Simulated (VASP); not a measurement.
# GaN (P6_3mc) in VASP: notebook

One crystal, GaN, is run at these levels: PBE; tasks: single point.

Everything below comes from runs of VASP 6.6.1. Logs are shortened: lines on timing, memory, paths and dates and some standing lists are left out, and cuts for length are marked.

**1. The structure**

The structure is hexagonal, space group P6_3mc (No. 186). Conventional cell: a = 3.180 Å, b = 3.180 Å, c = 5.166 Å, α = 90.00°, β = 90.00°, γ = 120.00°. Around Ga (site symmetry 3m) lie 4 N at 1.94 to 1.95 Å. N (site symmetry 3m) is surrounded by 4 Ga at 1.94 to 1.95 Å.

**2. Single point, PBE**

INCAR reads:

```
PREC = Accurate
ENCUT = 450
EDIFF = 1E-7
ISMEAR = 0
SIGMA = 0.05
LREAL = F
LASPH = T
NELM = 100
ALGO = Normal
ISIF = 2
LWAVE = F
LCHARG = F
GGA = PE
ADDGRID = T
```

KPOINTS reads:

```
Automatic mesh
0
Gamma
  5 5 3
```

POSCAR reads:

```
GaN
1.0
    3.1800000000      0.0000000000      0.0000000000
   -1.5900000000      2.7539607840      0.0000000000
    0.0000000000      0.0000000000      5.1660000000
Ga N
2 2
Direct
    0.6521390000      0.3316270000      0.5245870000
    0.3764220000      0.6884330000      0.0161300000
    0.6603830000      0.3218970000      0.8783140000
    0.3311160000      0.6688000000      0.3826530000
```

Potentials or basis: VASP PAW PBE potentials, release 64 (Ga, N).

On the command line:

```sh
> cat potpaw_PBE.64/Ga/POTCAR potpaw_PBE.64/N/POTCAR > POTCAR
> mpirun -np 1 vasp_std > vasp.out
```

OUTCAR:

```text
PREC = Accurate
   ENCUT = 450
   EDIFF = 1E-7
   ISMEAR = 0
   LREAL = F
   LASPH = T
   NELM = 100
   ISIF = 2
   GGA = PE

 Found     38 irreducible k-points:

 Following reciprocal coordinates:
            Coordinates               Weight
  0.000000  0.000000  0.000000      1.000000
  0.200000  0.000000  0.000000      2.000000
  0.000000  0.200000  0.000000      2.000000
 -0.200000  0.200000  0.000000      2.000000
  0.400000  0.000000  0.000000      2.000000
  0.000000  0.400000  0.000000      2.000000
   k-points           NKPTS =     38   k-points in BZ     NKDIM =     38   number of bands    NBANDS=     12
   number of dos      NEDOS =    301   number of ions     NIONS =      4
   total plane-waves  NPLWV =  20736
   dimension x,y,z NGX =    24 NGY =   24 NGZ =   36
   dimension x,y,z NGXF=    48 NGYF=   48 NGZF=   72
   ions per type =               2   2
   NGX,Y,Z   is equivalent  to a cutoff of  12.55, 12.55, 11.59 a.u.
   NGXF,Y,Z  is equivalent  to a cutoff of  25.09, 25.09, 23.17 a.u.
 SYSTEM =  unknown system
   PREC   = accura    normal or accurate (medium, high low for compatibility)
   ISTART =      0    job   : 0-new  1-cont  2-samecut
   ICHARG =      2    charge: 1-file 2-atom 10-const
   ISPIN  =      1    spin polarized calculation?
   LNONCOLLINEAR =      F non collinear calculations
   LSORBIT =      F    spin-orbit coupling
   LASPH  =      T    aspherical Exc in radial PAW
   ENCUT  =  450.0 eV  33.07 Ry    5.75 a.u.   5.50  5.50  8.94*2*pi/ulx,y,z
   NELM   =    100;   NELMIN=  2; NELMDL= -5     # of ELM steps
   EDIFF  = 0.1E-06   stopping-criterion for ELM
   LREAL  =      F    real-space projection
   EDIFFG = 0.1E-05   stopping-criterion for IOM
   NSW    =      0    number of steps for IOM
   IBRION =     -1    ionic relax: 0-MD 1-quasi-New 2-CG
   NFREE  =      0    steps in history (QN), initial steepest desc. (CG)
   ISIF   =      2    stress and relaxation
   ISYM   =      2    0-nonsym 1-usesym 2-fastsym
   POTIM  = 0.5000    time-step for ionic-motion
   TEBEG  =    0.0;   TEEND  =   0.0 temperature during run
   PSTRESS=    0.0 pullay stress
   NELECT =      16.0000    total number of electrons
   NUPDOWN=      -1.0000    fix difference up-down
   EMIN   =  10.00;   EMAX   =-10.00  energy-range for DOS
   EFERMI =   0.00;   METHOD = LEGACY
   ISMEAR =     0;   SIGMA  =   0.05  broadening in eV -4-tet -1-fermi 0-gaus
   EFERMI_NEDOS =   21; number of points for ismear=-14 and -15
   IALGO  =     38    algorithm
   IMIX   =      4    mixing-type and parameters
     AMIX     =   0.40;   BMIX     =  1.00
     AMIX_MAG =   1.60;   BMIX_MAG =  1.00
  volume/ion in A,a.u.               =      11.31        76.33
  Fermi-wavevector in a.u.,A,eV,Ry     =   1.157715  2.187764 18.235949  1.340304
  Thomas-Fermi vector in A             =   2.294324
   LORBIT       =      0    0 simple, 1 ext, 2 COOP (PROOUT), +10 PAW based schemes
   GGA     = PE    functional components
   LHFCALC =     F    Hartree Fock is set to
   AEXX    =    0.0000 exact exchange contribution
   IVDW    =     0    specifies the selected vdW correction
   LEPSILON=     F    determine dielectric tensor
   LRPA    =     F    only Hartree local field effects (RPA)
 non-spin polarized calculation
 Gauss-broadening in eV      SIGMA  =   0.05
  energy-cutoff  :      450.00
  volume of cell :       45.24
 maximum number of plane-waves:      1002
 NGX is ok and might be reduce to    24
   NGX = 11   NGY = 11   NGZ = 17

 number of electron      16.0000000 magnetization

 Free energy of the ion-electron system (eV)
  ---------------------------------------------------
  ext. energy  EPLUGINS =         0.00000000
  ---------------------------------------------------
  free energy    TOTEN  =       -23.92885538 eV

  energy without entropy =      -23.92885538  energy(sigma->0) =      -23.92885538

 E-fermi :   3.4915     XC(G=0): -10.9072

 val. band max:        3.2689915224   @ k =   0.0000   0.0000   0.0000
 cond. band min:       5.1115902629   @ k =   0.0000   0.0000   0.0000
 fundamental gap:      1.8425987405
 Fermi energy:         3.4914632797

 k-point     1 :       0.0000    0.0000    0.0000
  band No.  band energies     occupation
      1     -12.9389      2.00000
      2     -10.4432      2.00000
      3      -4.2373      2.00000
      4       1.7276      2.00000
      5       2.2828      2.00000
      6       2.8178      2.00000
      7       3.1045      2.00000
      8       3.2690      2.00000
      9       5.1116      0.00000
     10       7.6356      0.00000
     11      12.3019      0.00000
     12      12.8992      0.00000

 k-point     2 :       0.2000    0.0000    0.0000
  band No.  band energies     occupation
      1     -12.4146      2.00000
      2     -10.1280      2.00000
      3      -3.6928      2.00000
      4       0.0199      2.00000
      5       1.1084      2.00000
      6       1.1761      2.00000
      7       2.4245      2.00000
      8       2.8114      2.00000
      9       7.0175      0.00000
     10       9.1202      0.00000
     11      10.7162      0.00000
     12      11.8102      0.00000

 k-point     3 :       0.0000    0.2000    0.0000
  band No.  band energies     occupation
      1     -12.3999      2.00000
      2     -10.1212      2.00000
      3      -3.6921      2.00000
      4      -0.3097      2.00000
      5       0.8970      2.00000
      6       1.5081      2.00000
      7       2.3656      2.00000
      8       2.9537      2.00000
      9       7.0084      0.00000
     10       9.1235      0.00000
     11      11.0285      0.00000
     12      11.9580      0.00000

 k-point     4 :      -0.2000    0.2000    0.0000
  band No.  band energies     occupation
      1     -12.4034      2.00000
      2     -10.1176      2.00000
      3      -3.6944      2.00000
      4      -0.2976      2.00000
      5       0.9062      2.00000
      6       1.4915      2.00000
      7       2.3813      2.00000
      8       2.9612      2.00000
      9       7.0259      0.00000
     10       9.1069      0.00000
     11      10.8742      0.00000
     12      11.9497      0.00000

 k-point     5 :       0.4000    0.0000    0.0000
  band No.  band energies     occupation
      1     -11.1700      2.00000
      2      -9.7189      2.00000
      3      -2.9263      2.00000
      4      -1.9878      2.00000
      5      -1.1267      2.00000
      6       0.3844      2.00000
      7       1.1866      2.00000
      8       2.3304      2.00000
      9       8.0938      0.00000
     10       8.7756      0.00000
     11       9.2330      0.00000
     12      11.7618      0.00000

 k-point     6 :       0.0000    0.4000    0.0000
  band No.  band energies     occupation
      1     -11.0700      2.00000
      2      -9.7512      2.00000
      3      -3.1370      2.00000
      4      -2.0355      2.00000
      5      -1.3577      2.00000
      6       0.6078      2.00000
      7       0.9364      2.00000
      8       2.4581      2.00000
      9       8.2740      0.00000
     10       8.9338      0.00000
     11       9.4835      0.00000
     12      11.7254      0.00000

 [... further k-points ...]

------------------------ aborting loop because EDIFF is reached ----------------------------------------

  FORCE on cell =-STRESS in cart. coord.  units (eV):
  Direction    XX          YY          ZZ          XY          YZ          ZX
  --------------------------------------------------------------------------------------
  -------------------------------------------------------------------------------------
  Total        1.7834437      3.7143383      7.3525739     -1.0489781     -0.6629728     -0.2558026
  in kB       63.1583419    131.5384621    260.3818500    -37.1481963    -23.4783188     -9.0589157
  external PRESSURE =     151.6928847 kB  Pullay stress =       0.0000000 kB

 VOLUME and BASIS-vectors are now :
 -----------------------------------------------------------------------------
  energy-cutoff  :      450.00
  volume of cell :       45.24
      direct lattice vectors                 reciprocal lattice vectors
     3.180000000  0.000000000  0.000000000     0.314465409  0.181556688  0.000000000
    -1.590000000  2.753960784  0.000000000     0.000000000  0.363113377  0.000000000
     0.000000000  0.000000000  5.166000000     0.000000000  0.000000000  0.193573364

 POSITION                                       TOTAL-FORCE (eV/Angst)
 -----------------------------------------------------------------------------------
      1.54652      0.91329      2.71002         0.416051      0.122473     -2.660745
      0.10241      1.89592      0.08333        -0.995121     -1.146248     -0.307073
      1.58820      0.88649      4.53737         0.877728      1.121755      2.036166
     -0.01044      1.84185      1.97679        -0.298658     -0.097980      0.931652
 -----------------------------------------------------------------------------------
    total drift:                               -0.000045     -0.000020     -0.000810

  FREE ENERGIE OF THE ION-ELECTRON SYSTEM (eV)
  ---------------------------------------------------
  free  energy   TOTEN  =       -23.9288553806 eV

  energy  without entropy=      -23.9288553806  energy(sigma->0) =      -23.92885538
```

It took 15 s on 1 thread of Intel Xeon 6975P-C (Granite Rapids), shared host; peak memory 0.24 GiB.

The run converged, but some of its settings lie outside the range that counts as converged, so its numbers aren't taken as properties of the crystal.

What came out:

| Property | Result |
| --- | --- |
| Free energy | -23.9289 eV |
| Largest force | 2.696 eV/Å |
| Band gap on the k mesh | 1.84 eV, direct |

Caveat: the k mesh is coarse (spacing up to 0.46 Å⁻¹), so the values aren't converged; the cutoff is under 1.25 times the usual one of these potentials, so pressure, stress and relaxed cells hold a basis-set (Pulay) error.

**3. Single point, PBE**

Changes to INCAR since step 2:

```diff
@@ -6,3 +6,3 @@
 LREAL = F
-LASPH = T
+LASPH = F
 NELM = 100
@@ -13,2 +13,2 @@
 GGA = PE
-ADDGRID = T
+ADDGRID = F
```

KPOINTS is that of step 2.

POSCAR reads:

```
GaN
1.0
    3.1800000000      0.0000000000      0.0000000000
   -1.5900000000      2.7539607840      0.0000000000
    0.0000000000      0.0000000000      5.1660000000
Ga N
2 2
Direct
    0.6666666667      0.3333333333      0.5000000000
    0.3333333333      0.6666666667      0.0000000000
    0.6666666667      0.3333333333      0.8750000000
    0.3333333333      0.6666666667      0.3750000000
```

Potentials or basis: VASP PAW PBE potentials, release 64 (Ga, N).

On the command line:

```sh
> cat potpaw_PBE.64/Ga/POTCAR potpaw_PBE.64/N/POTCAR > POTCAR
> mpirun -np 1 vasp_std > vasp.out
```

Run time: 3.8 s. Hardware: 1 thread of Intel Xeon 6975P-C (Granite Rapids), shared host; peak memory 0.15 GiB.

The run converged, but some of its settings lie outside the range that counts as converged, so its numbers aren't taken as properties of the crystal.

What came out:

```
Free energy            : -24.2019 eV
Largest force          : 0.172 eV/Å
Band gap on the k mesh : 2.05 eV, direct
```

Caveat: the k mesh is coarse (spacing up to 0.46 Å⁻¹), so the values aren't converged; the cutoff is under 1.25 times the usual one of these potentials, so pressure, stress and relaxed cells hold a basis-set (Pulay) error.

**4. Single point, PBE**

INCAR is that of step 3.

KPOINTS is that of step 3.

POSCAR reads:

```
GaN
1.0
    3.1800000000      0.0000000000      0.0000000000
   -1.5900000000      2.7539607840      0.0000000000
    0.0000000000      0.0000000000      5.1660000000
Ga N
2 2
Direct
    0.6521390000      0.3316270000      0.5245870000
    0.3764220000      0.6884330000      0.0161300000
    0.6603830000      0.3218970000      0.8783140000
    0.3311160000      0.6688000000      0.3826530000
```

On the command line:

```sh
> cat potpaw_PBE.64/Ga/POTCAR potpaw_PBE.64/N/POTCAR > POTCAR
> mpirun -np 1 vasp_std > vasp.out
```

Wall time 7.7 s (1 thread of Intel Xeon 6975P-C (Granite Rapids), shared host); peak memory 0.16 GiB.

These settings aren't checked as converged: the numbers below hold their error.

Results:

| Property | Result |
| --- | --- |
| Free energy | -23.9195 eV |
| Largest force | 2.726 eV/Å |
| Band gap on the k mesh | 1.84 eV, direct |

Caveat: the k mesh is coarse (spacing up to 0.46 Å⁻¹), so the values aren't converged; the cutoff is under 1.25 times the usual one of these potentials, so pressure, stress and relaxed cells hold a basis-set (Pulay) error.

**5. Single point, PBE**

INCAR reads:

```
PREC = Normal
ENCUT = 450
EDIFF = 1E-4
ISMEAR = 0
SIGMA = 0.05
LREAL = Auto
LASPH = T
NELM = 100
ALGO = Normal
ISIF = 2
LWAVE = F
LCHARG = F
GGA = PE
ADDGRID = F
```

KPOINTS is that of step 4.

POSCAR reads:

```
GaN
1.0
    3.1800000000      0.0000000000      0.0000000000
   -1.5900000000      2.7539607840      0.0000000000
    0.0000000000      0.0000000000      5.1660000000
Ga N
2 2
Direct
    0.6666666667      0.3333333333      0.5000000000
    0.3333333333      0.6666666667      0.0000000000
    0.6666666667      0.3333333333      0.8750000000
    0.3333333333      0.6666666667      0.3750000000
```

On the command line:

```sh
> cat potpaw_PBE.64/Ga/POTCAR potpaw_PBE.64/N/POTCAR > POTCAR
> mpirun -np 1 vasp_std > vasp.out
```

Wall time 3.7 s (1 thread of Intel Xeon 6975P-C (Granite Rapids), shared host); peak memory 0.12 GiB.

The run converged, but some of its settings lie outside the range that counts as converged, so its numbers aren't taken as properties of the crystal.

What came out:

| Property | Result |
| --- | --- |
| Free energy | -24.2119 eV |
| Largest force | 0.179 eV/Å |
| Band gap on the k mesh | 2.05 eV, direct |

Caveat: the k mesh is coarse (spacing up to 0.46 Å⁻¹), so the values aren't converged; the cutoff is under 1.25 times the usual one of these potentials, so pressure, stress and relaxed cells hold a basis-set (Pulay) error.

(Continued in part 2 of 2.)
